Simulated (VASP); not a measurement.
# Si (Fd-3m) in VASP: further runs

One crystal, Si, is run at these levels: PBE; tasks: single point.

All numbers are computed with VASP 6.6.1; they aren't measurements. Logs are shortened: lines on timing, memory, paths and dates and some standing lists are left out, and cuts for length are marked.

### Step 1. The undisturbed crystal

Symmetry: Fd-3m, No. 227, cubic system. Conventional cell: a = 5.444 Å, b = 5.444 Å, c = 5.444 Å, α = 90.00°, β = 90.00°, γ = 90.00°. Si (site symmetry -43m) is surrounded by 4 Si at 2.36 Å.

### Step 2. Single point, PBE (grid = ENCUT=350 dk=0.45 cell=3x3x2 ISMEAR=0 SIGMA=0.2 LREAL=Auto EDIFF=1e-06)

Contents of INCAR:

```
SYSTEM = Si
  PREC = Accurate
  ENCUT = 350
  EDIFF = 1E-6
  ISMEAR = 0
  SIGMA = 0.2
  LREAL = Auto
  LASPH = .True.
  NELM = 120
  ALGO = Fast
  ISIF = 2
  LWAVE = .False.
  LCHARG = .False.
  GGA = PE
  NBANDS = 84
```

Contents of KPOINTS:

```
Automatic mesh
0
Gamma
  2 2 3
  0 0 0
```

Contents of POSCAR:

```
Si
1.0
    0.0000000000      8.1655535595      8.1655535595
    8.1655535595      0.0000000000      8.1655535595
    5.4437023730      5.4437023730      0.0000000000
Si
36
Direct
    0.1666666667      0.1666666667      0.2500000000
    0.1666666667      0.1666666667      0.7500000000
    0.1666666667      0.5000000000      0.2500000000
    0.1666666667      0.5000000000      0.7500000000
    0.1666666667      0.8333333333      0.2500000000
    0.1666666667      0.8333333333      0.7500000000
    0.5000000000      0.1666666667      0.2500000000
    0.5000000000      0.1666666667      0.7500000000
    0.5000000000      0.5000000000      0.2500000000
    0.5000000000      0.5000000000      0.7500000000
    0.5000000000      0.8333333333      0.2500000000
    0.5000000000      0.8333333333      0.7500000000
    0.8333333333      0.1666666667      0.2500000000
    0.8333333333      0.1666666667      0.7500000000
    0.8333333333      0.5000000000      0.2500000000
    0.8333333333      0.5000000000      0.7500000000
    0.8333333333      0.8333333333      0.2500000000
    0.8333333333      0.8333333333      0.7500000000
    0.2500000000      0.2500000000      0.3750000000
    0.2500000000      0.2500000000      0.8750000000
    0.2500000000      0.5833333333      0.3750000000
    0.2500000000      0.5833333333      0.8750000000
    0.2500000000      0.9166666667      0.3750000000
    0.2500000000      0.9166666667      0.8750000000
    0.5833333333      0.2500000000      0.3750000000
    0.5833333333      0.2500000000      0.8750000000
    0.5833333333      0.5833333333      0.3750000000
    0.5833333333      0.5833333333      0.8750000000
    0.5833333333      0.9166666667      0.3750000000
    0.5833333333      0.9166666667      0.8750000000
    0.9166666667      0.2500000000      0.3750000000
    0.9166666667      0.2500000000      0.8750000000
    0.9166666667      0.5833333333      0.3750000000
    0.9166666667      0.5833333333      0.8750000000
    0.9166666667      0.9166666667      0.3750000000
    0.9166666667      0.9166666667      0.8750000000
```

Potentials or basis: VASP PAW PBE potentials, release 64 (Si).

Command:

```bash
$ cat potpaw_PBE.64/Si/POTCAR > POTCAR
$ mpirun -np 1 vasp_std > vasp.out
```

OUTCAR:

```text
SYSTEM = Si
   PREC = Accurate
   ENCUT = 350
   EDIFF = 1E-6
   ISMEAR = 0
   LREAL = Auto
   LASPH = .True.
   NELM = 120
   ISIF = 2
   GGA = PE

 Found      6 irreducible k-points:

 Following reciprocal coordinates:
            Coordinates               Weight
  0.000000  0.000000  0.000000      1.000000
  0.500000  0.000000  0.000000      2.000000
  0.500000  0.500000  0.000000      1.000000
  0.000000  0.000000  0.333333      2.000000
  0.500000  0.000000  0.333333      4.000000
  0.500000  0.500000  0.333333      2.000000
   k-points           NKPTS =      6   k-points in BZ     NKDIM =      6   number of bands    NBANDS=     84
   number of dos      NEDOS =    301   number of ions     NIONS =     36
   total plane-waves  NPLWV = 235200
   dimension x,y,z NGX =    70 NGY =   70 NGZ =   48
   dimension x,y,z NGXF=   140 NGYF=  140 NGZF=   96
   ions per type =              36
   NGX,Y,Z   is equivalent  to a cutoff of  10.08, 10.08, 10.37 a.u.
   NGXF,Y,Z  is equivalent  to a cutoff of  20.15, 20.15, 20.73 a.u.
 SYSTEM =  Si
   PREC   = accura    normal or accurate (medium, high low for compatibility)
   ISTART =      0    job   : 0-new  1-cont  2-samecut
   ICHARG =      2    charge: 1-file 2-atom 10-const
   ISPIN  =      1    spin polarized calculation?
   LNONCOLLINEAR =      F non collinear calculations
   LSORBIT =      F    spin-orbit coupling
   LASPH  =      T    aspherical Exc in radial PAW
   ENCUT  =  350.0 eV  25.72 Ry    5.07 a.u.  17.62 17.62 11.74*2*pi/ulx,y,z
   NELM   =    120;   NELMIN=  2; NELMDL= -5     # of ELM steps
   EDIFF  = 0.1E-05   stopping-criterion for ELM
   LREAL  =      T    real-space projection
   EDIFFG = 0.1E-04   stopping-criterion for IOM
   NSW    =      0    number of steps for IOM
   IBRION =     -1    ionic relax: 0-MD 1-quasi-New 2-CG
   NFREE  =      0    steps in history (QN), initial steepest desc. (CG)
   ISIF   =      2    stress and relaxation
   ISYM   =      2    0-nonsym 1-usesym 2-fastsym
   POTIM  = 0.5000    time-step for ionic-motion
   TEBEG  =    0.0;   TEEND  =   0.0 temperature during run
   PSTRESS=    0.0 pullay stress
   NELECT =     144.0000    total number of electrons
   NUPDOWN=      -1.0000    fix difference up-down
   EMIN   =  10.00;   EMAX   =-10.00  energy-range for DOS
   EFERMI =   0.00;   METHOD = LEGACY
   ISMEAR =     0;   SIGMA  =   0.20  broadening in eV -4-tet -1-fermi 0-gaus
   EFERMI_NEDOS =   21; number of points for ismear=-14 and -15
   IALGO  =     68    algorithm
   IMIX   =      4    mixing-type and parameters
     AMIX     =   0.40;   BMIX     =  1.00
     AMIX_MAG =   1.60;   BMIX_MAG =  1.00
  volume/ion in A,a.u.               =      20.16       136.08
  Fermi-wavevector in a.u.,A,eV,Ry     =   0.954766  1.804247 12.402783  0.911579
  Thomas-Fermi vector in A             =   2.083543
   LORBIT       =      0    0 simple, 1 ext, 2 COOP (PROOUT), +10 PAW based schemes
   GGA     = PE    functional components
   LHFCALC =     F    Hartree Fock is set to
   AEXX    =    0.0000 exact exchange contribution
   IVDW    =     0    specifies the selected vdW correction
   LEPSILON=     F    determine dielectric tensor
   LRPA    =     F    only Hartree local field effects (RPA)
 non-spin polarized calculation
 RMM-DIIS sequential band-by-band and
 Gauss-broadening in eV      SIGMA  =   0.20
  energy-cutoff  :      350.00
  volume of cell :      725.93
 maximum number of plane-waves:     10855
   NGX = 35   NGY = 35   NGZ = 23

 number of electron     143.9999994 magnetization

 Free energy of the ion-electron system (eV)
  ---------------------------------------------------
  ext. energy  EPLUGINS =         0.00000000
  ---------------------------------------------------
  free energy    TOTEN  =      -194.80533651 eV

  energy without entropy =     -194.80138743  energy(sigma->0) =     -194.80336197

 E-fermi :   6.0930     XC(G=0):  -9.3765

 val. band max:        5.7621071045   @ k =   0.0000   0.0000   0.0000
 cond. band min:       6.4853346428   @ k =   0.5000   0.0000   0.0000
 fundamental gap:      0.7232275383
 Fermi energy:         6.0930025204

 k-point     1 :       0.0000    0.0000    0.0000
  band No.  band energies     occupation
      1      -6.1488      2.00000
      2      -4.7809      2.00000
      3      -4.7809      2.00000
      4      -4.7809      2.00000
      5      -4.7809      2.00000
      6      -4.2560      2.00000
[... 76 lines left out ...]
     83       7.5020      0.00000
     84       7.5039      0.00000

 k-point     2 :       0.5000    0.0000    0.0000
  band No.  band energies     occupation
      1      -5.7898      2.00000
      2      -5.7898      2.00000
      3      -4.8574      2.00000
      4      -4.8574      2.00000
      5      -4.0570      2.00000
      6      -4.0570      2.00000
[... 76 lines left out ...]
     83       7.8128      0.00000
     84       8.1023      0.00000

 k-point     3 :       0.5000    0.5000    0.0000
  band No.  band energies     occupation
      1      -5.6675      2.00000
      2      -5.6675      2.00000
      3      -5.2052      2.00000
      4      -5.2052      2.00000
      5      -4.0570      2.00000
      6      -4.0570      2.00000
[... 76 lines left out ...]
     83       7.8032      0.00000
     84       7.8033      0.00000

 k-point     4 :       0.0000    0.0000    0.3333
  band No.  band energies     occupation
      1      -5.7898      2.00000
      2      -4.8574      2.00000
      3      -4.8574      2.00000
      4      -4.8574      2.00000
      5      -4.7809      2.00000
      6      -4.7809      2.00000
[... 76 lines left out ...]
     83       7.7292      0.00000
     84       7.7413      0.00000

 k-point     5 :       0.5000    0.0000    0.3333
  band No.  band energies     occupation
      1      -5.6675      2.00000
      2      -5.2052      2.00000
      3      -5.2052      2.00000
      4      -4.8574      2.00000
      5      -4.8574      2.00000
      6      -4.0570      2.00000
[... 76 lines left out ...]
     83       8.5110      0.00000
     84       8.5857      0.00000

 k-point     6 :       0.5000    0.5000    0.3333
  band No.  band energies     occupation
      1      -5.7898      2.00000
      2      -5.2052      2.00000
      3      -4.8574      2.00000
      4      -4.8574      2.00000
      5      -4.8574      2.00000
      6      -4.0570      2.00000
[... 76 lines left out ...]
     83       8.5485      0.00000
     84       8.5608      0.00000

------------------------ aborting loop because EDIFF is reached ----------------------------------------

  FORCE on cell =-STRESS in cart. coord.  units (eV):
  Direction    XX          YY          ZZ          XY          YZ          ZX
  --------------------------------------------------------------------------------------
  -------------------------------------------------------------------------------------
  Total        5.8051793      5.8051793      5.8168930      0.0097596     -0.0237385     -0.0237385
  in kB       12.8124028     12.8124028     12.8382558      0.0215400     -0.0523923     -0.0523923
  external PRESSURE =      12.8210205 kB  Pullay stress =       0.0000000 kB

 VOLUME and BASIS-vectors are now :
 -----------------------------------------------------------------------------
  energy-cutoff  :      350.00
  volume of cell :      725.93
      direct lattice vectors                 reciprocal lattice vectors
     0.000000000  8.165553559  8.165553559    -0.061232836  0.061232836  0.061232836
     8.165553559  0.000000000  8.165553559     0.061232836 -0.061232836  0.061232836
     5.443702373  5.443702373  0.000000000     0.091849254  0.091849254 -0.091849254

 POSITION                                       TOTAL-FORCE (eV/Angst)
 -----------------------------------------------------------------------------------
      2.72185      2.72185      2.72185         0.000233      0.000233     -0.000116
      5.44370      5.44370      2.72185         0.000233      0.000233     -0.000116
      5.44370      2.72185      5.44370         0.000233      0.000233     -0.000116
      8.16555      5.44370      5.44370         0.000233      0.000233     -0.000116
      8.16555      2.72185      8.16555         0.000233      0.000233     -0.000116
     10.88740      5.44370      8.16555         0.000233      0.000233     -0.000116
[... 28 lines left out ...]
      9.52648      9.52648     14.97018        -0.000233     -0.000233      0.000116
     12.24833     12.24833     14.97018        -0.000233     -0.000233      0.000116
 -----------------------------------------------------------------------------------
    total drift:                                0.000000      0.000000      0.000001

  FREE ENERGIE OF THE ION-ELECTRON SYSTEM (eV)
  ---------------------------------------------------
  free  energy   TOTEN  =      -194.8053365146 eV

  energy  without entropy=     -194.8013874311  energy(sigma->0) =     -194.80336197
```

It took 3.7 min on 1 thread of Intel Xeon 6975P-C (Granite Rapids), shared host; peak memory 0.54 GiB.

The run converged, but some of its settings lie outside the range that counts as converged, so its numbers aren't taken as properties of the crystal.

What came out:

- Free energy: -194.8053 eV
- Pressure: 1.3 GPa
- Band gap on the k mesh: 0.72 eV

Caveat: an odd mesh through Γ misses points on the zone boundary, where band edges often lie.

### Step 3. Single point, PBE (grid = ENCUT=350 dk=0.45 cell=3x3x2 ISMEAR=0 SIGMA=0.05 LREAL=Auto EDIFF=0.0001)

Edit INCAR of step 2 so:

```diff
@@ -3,5 +3,5 @@
   ENCUT = 350
-  EDIFF = 1E-6
+  EDIFF = 1E-4
   ISMEAR = 0
-  SIGMA = 0.2
+  SIGMA = 0.05
   LREAL = Auto
```

KPOINTS is that of step 2.

POSCAR is that of step 2.

Potentials or basis: VASP PAW PBE potentials, release 64 (Si).

Command:

```bash
$ cat potpaw_PBE.64/Si/POTCAR > POTCAR
$ mpirun -np 1 vasp_std > vasp.out
```

OUTCAR:

```text
SYSTEM = Si
   PREC = Accurate
   ENCUT = 350
   EDIFF = 1E-4
   ISMEAR = 0
   LREAL = Auto
   LASPH = .True.
   NELM = 120
   ISIF = 2
   GGA = PE

 Found      6 irreducible k-points:

 Following reciprocal coordinates:
            Coordinates               Weight
  0.000000  0.000000  0.000000      1.000000
  0.500000  0.000000  0.000000      2.000000
  0.500000  0.500000  0.000000      1.000000
  0.000000  0.000000  0.333333      2.000000
  0.500000  0.000000  0.333333      4.000000
  0.500000  0.500000  0.333333      2.000000
   k-points           NKPTS =      6   k-points in BZ     NKDIM =      6   number of bands    NBANDS=     84
   number of dos      NEDOS =    301   number of ions     NIONS =     36
   total plane-waves  NPLWV = 235200
   dimension x,y,z NGX =    70 NGY =   70 NGZ =   48
   dimension x,y,z NGXF=   140 NGYF=  140 NGZF=   96
   ions per type =              36
   NGX,Y,Z   is equivalent  to a cutoff of  10.08, 10.08, 10.37 a.u.
   NGXF,Y,Z  is equivalent  to a cutoff of  20.15, 20.15, 20.73 a.u.
 SYSTEM =  Si
   PREC   = accura    normal or accurate (medium, high low for compatibility)
   ISTART =      0    job   : 0-new  1-cont  2-samecut
   ICHARG =      2    charge: 1-file 2-atom 10-const
   ISPIN  =      1    spin polarized calculation?
   LNONCOLLINEAR =      F non collinear calculations
   LSORBIT =      F    spin-orbit coupling
   LASPH  =      T    aspherical Exc in radial PAW
   ENCUT  =  350.0 eV  25.72 Ry    5.07 a.u.  17.62 17.62 11.74*2*pi/ulx,y,z
   NELM   =    120;   NELMIN=  2; NELMDL= -5     # of ELM steps
   EDIFF  = 0.1E-03   stopping-criterion for ELM
   LREAL  =      T    real-space projection
   EDIFFG = 0.1E-02   stopping-criterion for IOM
   NSW    =      0    number of steps for IOM
   IBRION =     -1    ionic relax: 0-MD 1-quasi-New 2-CG
   NFREE  =      0    steps in history (QN), initial steepest desc. (CG)
   ISIF   =      2    stress and relaxation
   ISYM   =      2    0-nonsym 1-usesym 2-fastsym
   POTIM  = 0.5000    time-step for ionic-motion
   TEBEG  =    0.0;   TEEND  =   0.0 temperature during run
   PSTRESS=    0.0 pullay stress
   NELECT =     144.0000    total number of electrons
   NUPDOWN=      -1.0000    fix difference up-down
   EMIN   =  10.00;   EMAX   =-10.00  energy-range for DOS
   EFERMI =   0.00;   METHOD = LEGACY
   ISMEAR =     0;   SIGMA  =   0.05  broadening in eV -4-tet -1-fermi 0-gaus
   EFERMI_NEDOS =   21; number of points for ismear=-14 and -15
   IALGO  =     68    algorithm
   IMIX   =      4    mixing-type and parameters
     AMIX     =   0.40;   BMIX     =  1.00
     AMIX_MAG =   1.60;   BMIX_MAG =  1.00
  volume/ion in A,a.u.               =      20.16       136.08
  Fermi-wavevector in a.u.,A,eV,Ry     =   0.954766  1.804247 12.402783  0.911579
  Thomas-Fermi vector in A             =   2.083543
   LORBIT       =      0    0 simple, 1 ext, 2 COOP (PROOUT), +10 PAW based schemes
   GGA     = PE    functional components
   LHFCALC =     F    Hartree Fock is set to
   AEXX    =    0.0000 exact exchange contribution
   IVDW    =     0    specifies the selected vdW correction
   LEPSILON=     F    determine dielectric tensor
   LRPA    =     F    only Hartree local field effects (RPA)
 non-spin polarized calculation
 RMM-DIIS sequential band-by-band and
 Gauss-broadening in eV      SIGMA  =   0.05
  energy-cutoff  :      350.00
  volume of cell :      725.93
 maximum number of plane-waves:     10855
   NGX = 35   NGY = 35   NGZ = 23

 number of electron     143.9999994 magnetization

 Free energy of the ion-electron system (eV)
  ---------------------------------------------------
  ext. energy  EPLUGINS =         0.00000000
  ---------------------------------------------------
  free energy    TOTEN  =      -194.80489027 eV

  energy without entropy =     -194.80489027  energy(sigma->0) =     -194.80489027

 E-fermi :   5.9918     XC(G=0):  -9.3758

 val. band max:        5.7630571111   @ k =   0.0000   0.0000   0.0000
 cond. band min:       6.4860592152   @ k =   0.5000   0.0000   0.0000
 fundamental gap:      0.7230021041
 Fermi energy:         5.9917913239

 k-point     1 :       0.0000    0.0000    0.0000
  band No.  band energies     occupation
      1      -6.1480      2.00000
      2      -4.7801      2.00000
      3      -4.7801      2.00000
      4      -4.7801      2.00000
      5      -4.7801      2.00000
      6      -4.2552      2.00000
[... 511 lines left out ...]
     83       8.5561      0.00000
     84       8.5685      0.00000

------------------------ aborting loop because EDIFF is reached ----------------------------------------

  FORCE on cell =-STRESS in cart. coord.  units (eV):
  Direction    XX          YY          ZZ          XY          YZ          ZX
  --------------------------------------------------------------------------------------
  -------------------------------------------------------------------------------------
  Total        5.7458220      5.7458220      5.7577231      0.0102827     -0.0240098     -0.0240098
  in kB       12.6813976     12.6813976     12.7076640      0.0226945     -0.0529912     -0.0529912
  external PRESSURE =      12.6901531 kB  Pullay stress =       0.0000000 kB

 VOLUME and BASIS-vectors are now :
 -----------------------------------------------------------------------------
  energy-cutoff  :      350.00
  volume of cell :      725.93
      direct lattice vectors                 reciprocal lattice vectors
     0.000000000  8.165553559  8.165553559    -0.061232836  0.061232836  0.061232836
     8.165553559  0.000000000  8.165553559     0.061232836 -0.061232836  0.061232836
     5.443702373  5.443702373  0.000000000     0.091849254  0.091849254 -0.091849254

 POSITION                                       TOTAL-FORCE (eV/Angst)
 -----------------------------------------------------------------------------------
      2.72185      2.72185      2.72185         0.000246      0.000246     -0.000118
      5.44370      5.44370      2.72185         0.000246      0.000246     -0.000118
      5.44370      2.72185      5.44370         0.000246      0.000246     -0.000118
      8.16555      5.44370      5.44370         0.000246      0.000246     -0.000118
      8.16555      2.72185      8.16555         0.000246      0.000246     -0.000118
     10.88740      5.44370      8.16555         0.000246      0.000246     -0.000118
[... 28 lines left out ...]
      9.52648      9.52648     14.97018        -0.000246     -0.000246      0.000118
     12.24833     12.24833     14.97018        -0.000246     -0.000246      0.000118
 -----------------------------------------------------------------------------------
    total drift:                                0.000000      0.000000      0.000001

  FREE ENERGIE OF THE ION-ELECTRON SYSTEM (eV)
  ---------------------------------------------------
  free  energy   TOTEN  =      -194.8048902703 eV

  energy  without entropy=     -194.8048902703  energy(sigma->0) =     -194.80489027
```

Wall time 2.7 min (1 thread of Intel Xeon 6975P-C (Granite Rapids), shared host); peak memory 0.54 GiB.

The run converged, but some of its settings lie outside the range that counts as converged, so its numbers aren't taken as properties of the crystal.

Results:

```yaml
Free_energy: -194.8049 eV
Pressure: 1.3 GPa
Band_gap_on_the_k_mesh: 0.72 eV
```

Caveat: an odd mesh through Γ misses points on the zone boundary, where band edges often lie.

### Step 4. The reference run

An earlier run on the cell as given: functional PBE; potentials or basis VASP PAW PBE potentials, release 64 (Si); cutoff 520 eV; k mesh 8 × 8 × 8; occupations fermi-dirac, width 0.05 eV; no spin polarisation.

* Pressure: 1.3 GPa
* Band gap on the k mesh: 0.63 eV, indirect (least direct gap 2.56 eV)
